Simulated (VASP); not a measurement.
# SnSe (Fm-3m) in VASP: a series of runs

The runs below take SnSe through single point, with LDA.

Everything below comes from runs of VASP 6.6.1. Logs are shortened: lines on timing, memory, paths and dates and some standing lists are left out, and cuts for length are marked.

## (1) The crystal as given

The structure is cubic, space group Fm-3m (No. 225). Conventional cell: a = 6.020 Å, b = 6.020 Å, c = 6.020 Å, α = 90.00°, β = 90.00°, γ = 90.00°. Sn (site symmetry m-3m) is surrounded by 6 Se at 3.01 Å. Se (site symmetry m-3m) has 6 Sn at 3.01 Å as nearest neighbours.

Measurements of this composition are mostly on another form, of space group No. 62.

## (2) Single point, LDA, spin-orbit coupling, no magnetisation

Contents of INCAR:

```
SYSTEM = SnSe
PREC     = Accurate       ! precision mode
ENCUT    = 650            ! plane-wave cutoff, eV
EDIFF    = 1E-7           ! SCF threshold, eV
ISMEAR   = 0              ! smearing method
SIGMA    = 0.02           ! smearing width, eV
LREAL    = .FALSE.        ! projectors in reciprocal space
LASPH    = .TRUE.         ! aspherical terms in the spheres
NELM     = 100            ! most SCF steps
ALGO     = Normal         ! electronic algorithm
ISIF     = 2              ! what is computed and relaxed
LWAVE    = .FALSE.        ! write WAVECAR
LCHARG   = .FALSE.        ! write CHGCAR
MAGMOM   = 0 0 0 0 0 0    ! initial moments
LORBIT   = 11             ! projections on sites
LSORBIT  = .TRUE.         ! spin-orbit coupling
GGA_COMPAT= .FALSE.      
NBANDS   = 36             ! bands
```

Contents of KPOINTS:

```
regular mesh
0
G
  6 6 6
  0 0 0
```

Contents of POSCAR:

```
SnSe
1.0
    0.0000000000      3.0100000000      3.0100000000
    3.0100000000      0.0000000000      3.0100000000
    3.0100000000      3.0100000000      0.0000000000
Sn Se
1 1
Direct
    0.0000000000      0.0000000000      0.0000000000
    0.5000000000      0.5000000000      0.5000000000
```

Potentials or basis: VASP PAW LDA potentials, release 64 (Sn_d, Se).

Command:

```bash
> cat potpaw_LDA.64/Sn_d/POTCAR potpaw_LDA.64/Se/POTCAR > POTCAR
> mpirun -np 1 vasp_ncl > vasp.out
```

OUTCAR:

```text
SYSTEM = SnSe
   PREC = Accurate
   ENCUT = 650
   EDIFF = 1E-7
   ISMEAR = 0
   LREAL = .FALSE.
   LASPH = .TRUE.
   NELM = 100
   ISIF = 2
   LORBIT = 11
   LSORBIT = .TRUE.

 Found     16 irreducible k-points:

 Following reciprocal coordinates:
            Coordinates               Weight
  0.000000  0.000000  0.000000      1.000000
  0.166667  0.000000  0.000000      8.000000
  0.333333  0.000000  0.000000      8.000000
  0.500000  0.000000  0.000000      4.000000
  0.166667  0.166667  0.000000      6.000000
  0.333333  0.166667  0.000000     24.000000
   k-points           NKPTS =     16   k-points in BZ     NKDIM =     16   number of bands    NBANDS=     36
   number of dos      NEDOS =    301   number of ions     NIONS =      2
   total plane-waves  NPLWV =  46656
   dimension x,y,z NGX =    36 NGY =   36 NGZ =   36
   dimension x,y,z NGXF=    72 NGYF=   72 NGZF=   72
   ions per type =               1   1
   NGX,Y,Z   is equivalent  to a cutoff of  14.06, 14.06, 14.06 a.u.
   NGXF,Y,Z  is equivalent  to a cutoff of  28.12, 28.12, 28.12 a.u.
 SYSTEM =  SnSe
   PREC   = accura    normal or accurate (medium, high low for compatibility)
   ISTART =      0    job   : 0-new  1-cont  2-samecut
   ICHARG =      2    charge: 1-file 2-atom 10-const
   ISPIN  =      1    spin polarized calculation?
   LNONCOLLINEAR =      T non collinear calculations
   LSORBIT =      T    spin-orbit coupling
   LASPH  =      T    aspherical Exc in radial PAW
   ENCUT  =  650.0 eV  47.77 Ry    6.91 a.u.   8.85  8.85  8.85*2*pi/ulx,y,z
   NELM   =    100;   NELMIN=  2; NELMDL= -5     # of ELM steps
   EDIFF  = 0.1E-06   stopping-criterion for ELM
   LREAL  =      F    real-space projection
   EDIFFG = 0.1E-05   stopping-criterion for IOM
   NSW    =      0    number of steps for IOM
   IBRION =     -1    ionic relax: 0-MD 1-quasi-New 2-CG
   NFREE  =      0    steps in history (QN), initial steepest desc. (CG)
   ISIF   =      2    stress and relaxation
   ISYM   =      2    0-nonsym 1-usesym 2-fastsym
   POTIM  = 0.5000    time-step for ionic-motion
   TEBEG  =    0.0;   TEEND  =   0.0 temperature during run
   PSTRESS=    0.0 pullay stress
   NELECT =      20.0000    total number of electrons
   NUPDOWN=      -1.0000    fix difference up-down
   EMIN   =  10.00;   EMAX   =-10.00  energy-range for DOS
   EFERMI =   0.00;   METHOD = LEGACY
   ISMEAR =     0;   SIGMA  =   0.02  broadening in eV -4-tet -1-fermi 0-gaus
   EFERMI_NEDOS =   21; number of points for ismear=-14 and -15
   IALGO  =     38    algorithm
   IMIX   =      4    mixing-type and parameters
     AMIX     =   0.40;   BMIX     =  1.00
     AMIX_MAG =   1.60;   BMIX_MAG =  1.00
  volume/ion in A,a.u.               =      27.27       184.03
  Fermi-wavevector in a.u.,A,eV,Ry     =   1.171768  2.214321 18.681350  1.373040
  Thomas-Fermi vector in A             =   2.308207
   LORBIT       =     11    0 simple, 1 ext, 2 COOP (PROOUT), +10 PAW based schemes
   GGA     = CA    functional components
   LHFCALC =     F    Hartree Fock is set to
   AEXX    =    0.0000 exact exchange contribution
   IVDW    =     0    specifies the selected vdW correction
   LEPSILON=     F    determine dielectric tensor
   LRPA    =     F    only Hartree local field effects (RPA)
 Gauss-broadening in eV      SIGMA  =   0.02
  energy-cutoff  :      650.00
  volume of cell :       54.54
 maximum number of plane-waves:      4170
   NGX = 17   NGY = 17   NGZ = 17

 number of electron      20.0000000 magnetization       0.0000000      0.0000000      0.0000000

 number of electron      19.9999999 magnetization      -0.0000000     -0.0000000     -0.0000000

 number of electron      19.9999999 magnetization       0.0000000     -0.0000000      0.0000000

 number of electron      19.9999999 magnetization       0.0000000     -0.0000000     -0.0000000

 Free energy of the ion-electron system (eV)
  ---------------------------------------------------
  ext. energy  EPLUGINS =         0.00000000
  ---------------------------------------------------
  free energy    TOTEN  =        -9.56187359 eV

  energy without entropy =       -9.56187359  energy(sigma->0) =       -9.56187359

 E-fermi :   5.4539     XC(G=0):  -9.8856

 val. band max:        5.2776395684   @ k =   0.5000   0.0000   0.0000
 cond. band min:       5.9517950988   @ k =   0.5000   0.0000   0.0000
 fundamental gap:      0.6741555304
 Fermi energy:         5.4539001153

 k-point     1 :       0.0000    0.0000    0.0000
  band No.  band energies     occupation
      1     -16.6918      1.00000
      2     -16.6918      1.00000
      3     -16.6918      1.00000
      4     -16.6918      1.00000
      5     -15.6510      1.00000
      6     -15.6510      1.00000
[... 24 lines left out ...]
     31      11.3134      0.00000
     32      11.3134      0.00000

 k-point     2 :       0.1667    0.0000    0.0000
  band No.  band energies     occupation
      1     -16.6920      1.00000
      2     -16.6920      1.00000
      3     -16.6904      1.00000
      4     -16.6904      1.00000
      5     -15.6526      1.00000
      6     -15.6526      1.00000
[... 24 lines left out ...]
     31      11.9182      0.00000
     32      11.9182      0.00000

 k-point     3 :       0.3333    0.0000    0.0000
  band No.  band energies     occupation
      1     -16.6923      1.00000
      2     -16.6923      1.00000
      3     -16.6877      1.00000
      4     -16.6877      1.00000
      5     -15.6560      1.00000
      6     -15.6560      1.00000
[... 24 lines left out ...]
     31      13.5474      0.00000
     32      13.5474      0.00000

 k-point     4 :       0.5000    0.0000    0.0000
  band No.  band energies     occupation
      1     -16.6925      1.00000
      2     -16.6925      1.00000
      3     -16.6864      1.00000
      4     -16.6864      1.00000
      5     -15.6576      1.00000
      6     -15.6576      1.00000
[... 24 lines left out ...]
     31      15.6528      0.00000
     32      15.6528      0.00000

 k-point     5 :       0.1667    0.1667    0.0000
  band No.  band energies     occupation
      1     -16.6913      1.00000
      2     -16.6913      1.00000
      3     -16.6909      1.00000
      4     -16.6909      1.00000
      5     -15.6526      1.00000
      6     -15.6526      1.00000
[... 24 lines left out ...]
     31      13.0158      0.00000
     32      13.0158      0.00000

 k-point     6 :       0.3333    0.1667    0.0000
  band No.  band energies     occupation
      1     -16.6917      1.00000
      2     -16.6917      1.00000
      3     -16.6889      1.00000
      4     -16.6889      1.00000
      5     -15.6553      1.00000
      6     -15.6553      1.00000
[... 24 lines left out ...]
     31      14.4536      0.00000
     32      14.4536      0.00000

 [... further k-points ...]

 [bands above 32 left out]

------------------------ aborting loop because EDIFF is reached ----------------------------------------

  FORCE on cell =-STRESS in cart. coord.  units (eV):
  Direction    XX          YY          ZZ          XY          YZ          ZX
  --------------------------------------------------------------------------------------
  -------------------------------------------------------------------------------------
  Total       -1.2182468     -1.2182468     -1.2182468      0.0000000     -0.0000000      0.0000000
  in kB      -35.7862660    -35.7862660    -35.7862660      0.0000000     -0.0000000      0.0000000
  external PRESSURE =     -35.7862660 kB  Pullay stress =       0.0000000 kB

 VOLUME and BASIS-vectors are now :
 -----------------------------------------------------------------------------
  energy-cutoff  :      650.00
  volume of cell :       54.54
      direct lattice vectors                 reciprocal lattice vectors
     0.000000000  3.010000000  3.010000000    -0.166112957  0.166112957  0.166112957
     3.010000000  0.000000000  3.010000000     0.166112957 -0.166112957  0.166112957
     3.010000000  3.010000000  0.000000000     0.166112957  0.166112957 -0.166112957

 POSITION                                       TOTAL-FORCE (eV/Angst)
 -----------------------------------------------------------------------------------
      0.00000      0.00000      0.00000        -0.000000      0.000000     -0.000000
      3.01000      3.01000      3.01000         0.000000     -0.000000      0.000000
 -----------------------------------------------------------------------------------
    total drift:                               -0.000000      0.000000      0.000000

  FREE ENERGIE OF THE ION-ELECTRON SYSTEM (eV)
  ---------------------------------------------------
  free  energy   TOTEN  =        -9.5618735936 eV

  energy  without entropy=       -9.5618735936  energy(sigma->0) =       -9.56187359

 Spin-Orbit-Coupling matrix elements

 Ion:    1  E_soc:     -0.0939243
 l=   1
     0.0000000    -0.0093142    -0.0093142
    -0.0093142     0.0000000    -0.0093142
    -0.0093142    -0.0093142     0.0000000
 l=   2
     0.0000000    -0.0012652     0.0000000    -0.0012652    -0.0050746
    -0.0012652     0.0000000    -0.0038060    -0.0012652    -0.0012687
     0.0000000    -0.0038060     0.0000000    -0.0038060     0.0000000
    -0.0012652    -0.0012652    -0.0038060     0.0000000    -0.0012687
    -0.0050746    -0.0012687     0.0000000    -0.0012687     0.0000000
 l=   3
     0.0000000     0.0000000     0.0000000     0.0000000     0.0000000     0.0000000     0.0000000
     0.0000000     0.0000000     0.0000000     0.0000000     0.0000000     0.0000000     0.0000000
     0.0000000     0.0000000     0.0000000     0.0000000     0.0000000     0.0000000     0.0000000
     0.0000000     0.0000000     0.0000000     0.0000000     0.0000000     0.0000000     0.0000000
     0.0000000     0.0000000     0.0000000     0.0000000     0.0000000     0.0000000     0.0000000
     0.0000000     0.0000000     0.0000000     0.0000000     0.0000000     0.0000000     0.0000000
     0.0000000     0.0000000     0.0000000     0.0000000     0.0000000     0.0000000     0.0000000

 Ion:    2  E_soc:     -0.0450476
 l=   1
     0.0000000    -0.0075174    -0.0075174
    -0.0075174     0.0000000    -0.0075174
    -0.0075174    -0.0075174     0.0000000
 l=   2
     0.0000000    -0.0000018     0.0000000    -0.0000018     0.0000112
    -0.0000018     0.0000000     0.0000084    -0.0000018     0.0000028
     0.0000000     0.0000084     0.0000000     0.0000084     0.0000000
    -0.0000018    -0.0000018     0.0000084     0.0000000     0.0000028
     0.0000112     0.0000028     0.0000000     0.0000028     0.0000000
 l=   3
     0.0000000     0.0000000     0.0000000     0.0000000     0.0000000     0.0000000     0.0000000
     0.0000000     0.0000000     0.0000000     0.0000000     0.0000000     0.0000000     0.0000000
     0.0000000     0.0000000     0.0000000     0.0000000     0.0000000     0.0000000     0.0000000
     0.0000000     0.0000000     0.0000000     0.0000000     0.0000000     0.0000000     0.0000000
     0.0000000     0.0000000     0.0000000     0.0000000     0.0000000     0.0000000     0.0000000
     0.0000000     0.0000000     0.0000000     0.0000000     0.0000000     0.0000000     0.0000000
     0.0000000     0.0000000     0.0000000     0.0000000     0.0000000     0.0000000     0.0000000

 total charge

# of ion       s       p       d       tot
------------------------------------------
    1        1.385   0.694   9.986  12.064
    2        1.487   2.274   0.025   3.786
--------------------------------------------------
tot          2.872   2.967  10.011  15.850

 magnetization (x)

# of ion       s       p       d       tot
------------------------------------------
    1       -0.000   0.000   0.000  -0.000
    2        0.000   0.000   0.000   0.000
--------------------------------------------------
tot         -0.000   0.000   0.000  -0.000

 magnetization (y)

# of ion       s       p       d       tot
------------------------------------------
    1       -0.000   0.000   0.000  -0.000
    2        0.000   0.000   0.000   0.000
--------------------------------------------------
tot         -0.000   0.000   0.000  -0.000

 magnetization (z)

# of ion       s       p       d       tot
------------------------------------------
    1        0.000   0.000   0.000   0.000
    2        0.000   0.000   0.000   0.000
--------------------------------------------------
tot          0.000   0.000   0.000   0.000
```

It took 51 s on 1 thread of Intel Xeon Platinum 8488C (Sapphire Rapids), shared host; peak memory 0.33 GiB.

The run converged, but some of its settings lie outside the range that counts as converged, so its numbers aren't taken as properties of the crystal.

What came out:

```yaml
Free_energy: -9.5619 eV
Pressure: -3.6 GPa
Valence_electrons_inside_the_program's_atomic_spheres: Sn 12.06; Se 3.79
```

## (3) Single point, LDA, spin-orbit coupling, no magnetisation

INCAR, as its differences from that of step 2:

```diff
@@ -2,3 +2,3 @@
 PREC     = Accurate       ! precision mode
-ENCUT    = 650            ! plane-wave cutoff, eV
+ENCUT    = 400            ! plane-wave cutoff, eV
 EDIFF    = 1E-7           ! SCF threshold, eV
```

Contents of KPOINTS:

```
regular mesh
0
G
  8 8 8
  0 0 0
```

POSCAR is that of step 2.

Potentials or basis: VASP PAW LDA potentials, release 64 (Sn_d, Se).

Command:

```bash
> cat potpaw_LDA.64/Sn_d/POTCAR potpaw_LDA.64/Se/POTCAR > POTCAR
> mpirun -np 1 vasp_ncl > vasp.out
```

Wall time 46 s (1 thread of Intel Xeon Platinum 8488C (Sapphire Rapids), shared host); peak memory 0.23 GiB.

These settings aren't checked as converged: the numbers below hold their error.

Results:

| Quantity | Value |
| --- | --- |
| Free energy | -9.5431 eV |
| Pressure | -3.3 GPa |
| Valence electrons inside the program's atomic spheres | Sn 12.06; Se 3.79 |
